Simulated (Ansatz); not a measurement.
# CoO (R3m) in Ansatz: notebook

Runs on CoO. Level: PBE. Tasks: single point.

Everything below comes from runs of Ansatz 0.2.0. Logs are shortened: lines on timing, memory, paths and dates and some standing lists are left out, and cuts for length are marked.

### 1 The crystal as given

It takes space group R3m (No. 160, trigonal). The conventional cell has a = 3.204 Å, b = 3.204 Å, c = 7.699 Å, α = 90.00°, β = 90.00°, γ = 120.00°. Co (site symmetry 3m) is surrounded by 4 O at 1.91 to 1.96 Å. O (site symmetry 3m) is surrounded by 4 Co at 1.91 to 1.96 Å.

Measurements of this composition are mostly on another form, of space group No. 225.

### 2 Single point, PBE, collinear spin, ferromagnetic start

The input, input.yaml:

```yaml
crystal:
  lattice:
    - [1.6022198417, 0.9250420569, 2.5664708903]
    - [-1.6022198417, 0.9250420569, 2.5664708903]
    - [0.0, -1.8500841138, 2.5664708903]
  atoms:
    - { symbol: Co, position: [0.99897832, 0.99897832, 0.99897832], spin: 1.5 }
    - { symbol: O, position: [0.75102103, 0.75102103, 0.75102103] }
hamiltonian:
  xc: pbe
  pseudopotentials: { kind: paw }
magnetization:
  spin_polarized: true
  initial_magnetization: 1.5
  spin_locking: { lock_magnetization: hard }
kpoints:
  mp_grid: { grid: [9, 9, 9] }
scf:
  occupations: { method: fermi_dirac, width: 0.05 }
  lower_state_search: "off"
output:
  forces: true
  stress: true
  eigenvalues: true
```

Potentials or basis: Ansatz PAW.

Command:

```console
$ ansatz run input.yaml --threads 2 --pin off --max-ram 5632MiB --backend cpu --events-out ev --progress --plain --runs-dir out
```

The log of the run:

```text
Warning: output.stress: scf.convergence.dr2_threshold = 1e-7 eV (the SCF's general default) is looser than the 2e-10 eV advised for a printed stress (1e-10 eV for each atom of the cell: 2). What an SCF threshold leaves in a stress goes as its square root, and in the free energy as the threshold itself, and one threshold admits the most on a small cell: of the crystals measured, under no hybrid functional and no lock of the moments, on runs that ended without the residual-converged pass, on stresses that held no estimate of that error, the worst erred by over 100 MPa in a component at 1e-7 eV an atom and by under 5 at 1e-10. Set scf.convergence.dr2_threshold to 2e-10 eV or tighter. The threshold is an SCF's pass mark: one that does not reach it within its budget of iterations ends unconverged, or closes short of it on a stop that the run arms, and scf.convergence.dr2_threshold's page says what that costs each kind of run
Warning: RAYON_NUM_THREADS=2 ignored (pool sized by the plan → 2); use --threads N
Engine: ansatz 0.2.0, aarch64-unknown-linux-gnu
Pseudopotentials: kind: paw
Pseudopotential: Co, paw, valence charge 17, recommended cutoff 420 eV (normal), Co.paw.azcp
Pseudopotential: O, paw, valence charge 6, recommended cutoff 420 eV (normal), O.paw.azcp
Functional definition: PBE
  parameter kappa = 0.804
  parameter beta = 0.06672455060314922
  exchange = pbe_x(kappa = kappa, mu = beta*pi^2/3)
  correlation = pbe_c(beta = beta)
Crystal: 2 atoms, lattice volume = 22.823 Å³
Basis set: ecut = 420 eV, 447 PW (Γ), exchange–correlation on 48×48×48 points (8 copies of the dense FFT grid, shifted against one another)
Bands: 17, of which v1, the nominal top of the filled ones, is band 12 counted from 1 (11 counted from 0)
Symmetry: 6 space group operations
Space group: R3m (ITA 160), of the structure as read, at distance tolerance 2.8e-5 Å
Magnetic group: BNS 160.65 (UNI 1295), of the structure as read, at distance tolerance 2.8e-5 Å
k-points: 85 of 729 (time reversal used)
Non-local potential: Co, projectors of the file, l = 0: 3, l = 1: 2, l = 2: 3, l = 3: 1
Non-local potential: O, projectors of the file, l = 0: 2, l = 1: 2, l = 2: 1
PAW form: soft (Blöchl's): semilocal exchange-correlation on the pseudo side does not see the compensation charge
PAW one-centre angular grid: Co, 590 points (default); XC on 64 Gauss nodes
PAW one-centre angular grid: O, 110 points (default); XC on 64 Gauss nodes
Initial density: superposition of atomic densities (chi_scale 0.1, normalization cell, long waves kept (reshape's long-wave potential 0.00 eV rms))
Starting moments: Σ|m| = 1.5 μB on 1 of 2 sites
Initial wavefunctions: pseudopotential atomic-orbital guess
Functional: x = pbe(κ = 0.804, μ = 0.2195149727645171), c = pbe(β = 0.06672455060314922)
SCF iter   1: F=—  HF=-5695.392360 eV  |F-HF|=—  |Δ(HF+E_count)|=         —  Δρ=2.35e-1 (↑1.55e-1 ↓2.35e-1)  dr2=2.74e1  dr2_m=3.87e-1  M=1.500 μB ∫|m|=1.500 μB  β_m=0.30  ethr=3.10e-3  ⟨swp⟩=5.6  Hψ=13103  notcnv=0
preconditioner: auto → none  [metal: Δε(μ)=0.010 eV  Ē_g=14.816 eV  σ=0.050 eV  W_gap=0.05  n_scr=8 (ndim 8)  ℏωp=30.1 eV  f_vac=0.000  D(μ)=2.08/eV (n_scr^D=26)  sad-step TF]
SCF iter   2: F=—  HF=-5692.461305 eV  |F-HF|=—  |Δ(HF+E_count)|=    2.93e0  Δρ=7.35e-2 (↑4.63e-2 ↓7.35e-2)  dr2=1.18e0  dr2_m=7.61e-2  M=1.500 μB ∫|m|=1.504 μB  β_m=0.28  ethr=3.10e-3  ⟨swp⟩=3.0  Hψ=7852  notcnv=0  defer=85
SCF iter   3: F=—  HF=-5692.222326 eV  |F-HF|=—  |Δ(HF+E_count)|=   2.39e-1  Δρ=4.32e-2 (↑2.16e-2 ↓4.32e-2)  dr2=2.60e-1  dr2_m=4.71e-2  M=1.500 μB ∫|m|=1.505 μB  β_m=0.54  ethr=3.10e-3  ⟨swp⟩=2.3  Hψ=5819  notcnv=0  defer=14
SCF iter   4: F=—  HF=-5692.268085 eV  |F-HF|=—  |Δ(HF+E_count)|=   4.58e-2  Δρ=1.50e-2 (↑5.45e-3 ↓1.50e-2)  dr2=5.41e-2  dr2_m=7.56e-3  M=1.500 μB ∫|m|=1.518 μB  β_m=0.67  ethr=1.13e-3  ⟨swp⟩=2.1  Hψ=7120  notcnv=0  defer=21
SCF iter   5: F=—  HF=-5692.282498 eV  |F-HF|=—  |Δ(HF+E_count)|=   1.44e-2  Δρ=1.02e-2 (↑5.64e-3 ↓1.02e-2)  dr2=3.04e-2  dr2_m=1.89e-3  M=1.500 μB ∫|m|=1.524 μB  β_m=0.59  ethr=2.35e-4  ⟨swp⟩=2.3  Hψ=4769  notcnv=0  defer=21
SCF iter   6: F=—  HF=-5692.278145 eV  |F-HF|=—  |Δ(HF+E_count)|=   4.35e-3  Δρ=4.77e-3 (↑1.33e-3 ↓4.77e-3)  dr2=6.17e-3  dr2_m=9.66e-4  M=1.500 μB ∫|m|=1.525 μB  β_m=0.58  ethr=1.32e-4  ⟨swp⟩=2.4  Hψ=4752  notcnv=0  defer=21
SCF iter   7: F=—  HF=-5692.277651 eV  |F-HF|=—  |Δ(HF+E_count)|=   4.94e-4  Δρ=1.35e-3 (↑1.35e-3 ↓9.95e-4)  dr2=6.03e-5  dr2_m=2.58e-4  M=1.500 μB ∫|m|=1.525 μB  β_m=0.79  ethr=2.68e-5  ⟨swp⟩=1.6  Hψ=3184  notcnv=0  defer=21
SCF iter   8: F=—  HF=-5692.277905 eV  |F-HF|=—  |Δ(HF+E_count)|=   2.54e-4  Δρ=3.76e-4 (↑3.76e-4 ↓2.40e-4)  dr2=2.48e-5  dr2_m=1.03e-5  M=1.500 μB ∫|m|=1.526 μB  β_m=0.76  ethr=2.62e-7  ⟨swp⟩=2.0  Hψ=5214  notcnv=0  defer=21
SCF iter   9: F=—  HF=-5692.277904 eV  |F-HF|=—  |Δ(HF+E_count)|=   5.26e-7  Δρ=1.40e-4 (↑1.13e-4 ↓1.40e-4)  dr2=3.30e-6  dr2_m=2.10e-6  M=1.500 μB ∫|m|=1.526 μB  β_m=0.80  ethr=1.08e-7  ⟨swp⟩=2.4  Hψ=4484  notcnv=0  defer=21
SCF iter  10: F=—  HF=-5692.277905 eV  |F-HF|=—  |Δ(HF+E_count)|=   7.56e-7  Δρ=6.85e-5 (↑2.97e-5 ↓6.85e-5)  dr2=3.62e-7  dr2_m=2.83e-7  M=1.500 μB ∫|m|=1.526 μB  β_m=0.87  ethr=1.44e-8  ⟨swp⟩=2.4  Hψ=4810  notcnv=0  defer=21
iter 11 did not close the SCF: its close was put off for a magnetic moment that had not settled (scf_convergence_deferred on its scf_iter line)
SCF iter  11: F=-5692.277906 eV  HF=-5692.277906 eV  |F-HF|=9.11e-8  |Δ(HF+E_count)|=   8.12e-7  Δρ=2.27e-5 (↑1.64e-5 ↓2.27e-5)  dr2=1.86e-8  dr2_m=6.25e-8  M=1.500 μB ∫|m|=1.526 μB  β_m=0.93  ethr=4.35e-10  ⟨swp⟩=5.4  Hψ=13537  notcnv=0
SCF iter  12: F=-5692.277906 eV  HF=-5692.277906 eV  |F-HF|=2.67e-9  |Δ(HF+E_count)|=   2.56e-7  Δρ=6.11e-6 (↑4.41e-6 ↓6.11e-6)  dr2=5.07e-9  dr2_m=3.83e-9  M=1.500 μB ∫|m|=1.526 μB  ethr=8.10e-11  ⟨swp⟩=2.1  Hψ=10138  notcnv=0
SCF 1 converged in 12 iterations: F = -5692.277906 eV  dr2 = 5.07e-9
SCF converged after 12 iterations
Stability checked in part: among states of this total moment the steps that led to this state did not find it unstable. No probe was made; neither looks for a lower state of another moment (fixed_total_moment; see scf.lower_state_search)
Magnetization: 1.5000 μB (12.2500 up, 10.7500 down)
Absolute magnetization: 1.5259 μB (∫|ρ↑−ρ↓|, with the PAW one-centre terms)
Spin contamination: 0.0305 ħ² per cell (⟨S²⟩ above its minimum at these occupations)
Per-site moments (μB) at R_I (Å): [(1.3018840748469345, 0.7875142689430613), (0.0876388844469833, 0.7875142689430613)]
Free energy (F): -5692.277906 eV
Harris-Foulkes:  -5692.277906 eV  (|F-HF|=2.67e-9)
Internal energy: -5692.259291 eV  (E = F + TS)
E sigma→0 (E₀):  -5692.268598 eV
Entropy (-TS):   -0.018615 eV (-9.308 meV/atom)
Fermi energy:    11.101226 (↑ 10.860363, ↓ 11.342089) eV
--- Per-component energies (eV) ---
  E_band       = -367.895302
  E_kinetic    = 619.142999
  E_local      = -3872.138546  (includes V_loc(G=0)·N_el)
  E_nonlocal   = 510.837329
  E_hartree    = 1597.542990
  E_xc         = -228.688073
  E_vxc        = -293.871714  (∫ρ·V_xc dr)
  E_paw        = -1675.253637  (= ΣΔE_a)
  E_vpaw       = -526.954040  (= ΣTr[D̂ρ^β])
  E_aug_tail   = 0.002583  (compensation charges beyond the density's cutoff)
  E_ewald      = -2643.704935
  E_smearing   = -0.018615  (= −TS)
  E_closure    = -0.000000  (closes the sum)
  Σ components = -5692.277906   (vs F -5692.277906, Δ=0.00e0)
--- Forces (eV/Å), atoms counted from 1 ---
  atom   1  Co     0.00000000    -0.00000000     0.22627395
  atom   2  O     -0.00000000     0.00000000    -0.22617118
  max |Σ_I F_I| component: 1.03e-4 eV/Å
--- Stress (GPa, compression-positive) ---
      -11.791747       0.000000       0.000000
        0.000000     -11.791747      -0.000000
        0.000000      -0.000000      -8.463139
  P = ⅓ Tr σ = -10.6822 GPa (-106.822 kbar)
--- Band table (eV; the first three rows and the last of 170) ---
  k-point 0 ↑: bands = ["-84.8166", "-48.1164", "-48.0950", "-48.0950", "-9.1223", "4.9812", "5.0296", "5.0296", "9.3738", "9.3738", "11.2766", "11.6629", "11.6629", "11.8270", "25.1182", "25.1182", "25.7008"]
  k-point 1 ↑: bands = ["-84.8164", "-48.1172", "-48.0972", "-48.0954", "-9.0529", "4.8274", "5.0324", "5.0696", "9.3445", "9.3482", "11.1152", "11.6050", "11.7316", "12.1119", "23.9960", "25.2286", "25.7386"]
  k-point 2 ↑: bands = ["-84.8160", "-48.1195", "-48.1025", "-48.0963", "-8.8746", "4.4459", "5.1381", "5.1660", "9.3058", "9.3160", "10.5024", "11.4297", "11.5347", "13.3498", "21.8971", "25.2927", "25.7261"]
  k-point 84 ↓: bands = ["-83.1381", "-46.5524", "-46.4392", "-46.4377", "-8.2746", "4.3195", "5.7543", "5.9161", "10.3830", "10.4110", "10.6733", "12.0387", "12.1917", "17.4718", "18.7251", "23.8506", "25.0118"]
```

Run time: 5.4 s. Hardware: 2 threads of Arm Neoverse V1, shared host; peak memory 0.33 GiB.

What came out:

```yaml
Free_energy: -5692.2779 eV
Pressure: -10.7 GPa
Largest_force: 0.226 eV/Å
Net_moment: 1.50 μB per cell
Absolute_moment: 1.53 μB per cell
Site_moments: Co +1.30; O +0.09 μB
```

Forces in eV/Å, atoms in the order of the input:
```
Co   0.000  0.000  0.226
O    0.000  0.000 -0.226
```

Caveat: the pressure holds a Pulay correction of +0.6 GPa for the finite cutoff; the total moment is fixed, so each spin has its own Fermi level; a cell with one magnetic atom can't hold antiferromagnetic order, which such compounds often take; the thresholds are loose for stress.

### 3 Single point, PBE, collinear spin, ferromagnetic start

Edit input.yaml of step 2 so:

```diff
@@ -6,3 +6,3 @@
   atoms:
-    - { symbol: Co, position: [0.99897832, 0.99897832, 0.99897832], spin: 1.5 }
+    - { symbol: Co, position: [0.99897832, 0.99897832, 0.99897832], spin: 2.0 }
     - { symbol: O, position: [0.75102103, 0.75102103, 0.75102103] }
@@ -13,3 +13,3 @@
   spin_polarized: true
-  initial_magnetization: 1.5
+  initial_magnetization: 2.0
   spin_locking: { lock_magnetization: hard }
```

Potentials or basis: Ansatz PAW.

Command:

```console
$ ansatz run input.yaml --threads 2 --pin off --max-ram 5632MiB --backend cpu --events-out ev --progress --plain --runs-dir out
```

The log of the run:

```text
Warning: output.stress: scf.convergence.dr2_threshold = 1e-7 eV (the SCF's general default) is looser than the 2e-10 eV advised for a printed stress (1e-10 eV for each atom of the cell: 2). What an SCF threshold leaves in a stress goes as its square root, and in the free energy as the threshold itself, and one threshold admits the most on a small cell: of the crystals measured, under no hybrid functional and no lock of the moments, on runs that ended without the residual-converged pass, on stresses that held no estimate of that error, the worst erred by over 100 MPa in a component at 1e-7 eV an atom and by under 5 at 1e-10. Set scf.convergence.dr2_threshold to 2e-10 eV or tighter. The threshold is an SCF's pass mark: one that does not reach it within its budget of iterations ends unconverged, or closes short of it on a stop that the run arms, and scf.convergence.dr2_threshold's page says what that costs each kind of run
Warning: RAYON_NUM_THREADS=2 ignored (pool sized by the plan → 2); use --threads N
Engine: ansatz 0.2.0, aarch64-unknown-linux-gnu
Pseudopotentials: kind: paw
Pseudopotential: Co, paw, valence charge 17, recommended cutoff 420 eV (normal), Co.paw.azcp
Pseudopotential: O, paw, valence charge 6, recommended cutoff 420 eV (normal), O.paw.azcp
Functional definition: PBE
  parameter kappa = 0.804
[... 62 lines left out ...]
--- Forces (eV/Å), atoms counted from 1 ---
  atom   1  Co    -0.00000000    -0.00000000     0.22724789
  atom   2  O     -0.00000000     0.00000000    -0.22718317
  max |Σ_I F_I| component: 6.47e-5 eV/Å
--- Stress (GPa, compression-positive) ---
       -8.318034      -0.000000       0.000000
        0.000000      -8.318034      -0.000000
       -0.000000       0.000000      -4.376910
  P = ⅓ Tr σ = -7.0043 GPa (-70.043 kbar)
--- Band table (eV; the first three rows and the last of 170) ---
  k-point 0 ↑: bands = ["-85.0539", "-48.3529", "-48.3275", "-48.3275", "-9.0847", "4.9251", "4.9713", "4.9713", "9.2205", "9.2205", "11.2336", "11.5121", "11.5121", "11.6813", "25.0780", "25.0780", "25.6599"]
  k-point 1 ↑: bands = ["-85.0538", "-48.3537", "-48.3297", "-48.3278", "-9.0149", "4.7775", "4.9778", "5.0132", "9.1901", "9.1939", "10.9649", "11.4532", "11.5830", "12.0606", "23.9576", "25.1861", "25.6955"]
  k-point 2 ↑: bands = ["-85.0533", "-48.3559", "-48.3349", "-48.3287", "-8.8356", "4.4138", "5.0885", "5.1144", "9.1477", "9.1582", "10.3116", "11.2763", "11.3833", "13.3177", "21.8608", "25.2428", "25.6763"]
  k-point 84 ↓: bands = ["-82.8936", "-46.2993", "-46.2098", "-46.2083", "-8.1082", "4.4411", "5.9089", "6.0755", "10.5603", "10.5667", "10.8947", "12.2843", "12.4350", "17.5467", "18.8711", "23.9311", "25.0857"]
```

It took 5.8 s on 2 threads of Arm Neoverse V1, shared host; peak memory 0.33 GiB.

What came out:

| Quantity | Value |
| --- | --- |
| Free energy | -5692.3720 eV |
| Pressure | -7.0 GPa |
| Largest force | 0.227 eV/Å |
| Net moment | 2.00 μB per cell |
| Absolute moment | 2.01 μB per cell |
| Site moments | Co +1.67; O +0.16 μB |

Forces in eV/Å, atoms in the order of the input:
```
Co   0.000  0.000  0.227
O    0.000  0.000 -0.227
```

Caveat: the pressure holds a Pulay correction of +0.6 GPa for the finite cutoff; the total moment is fixed, so each spin has its own Fermi level; a cell with one magnetic atom can't hold antiferromagnetic order, which such compounds often take; the thresholds are loose for stress.
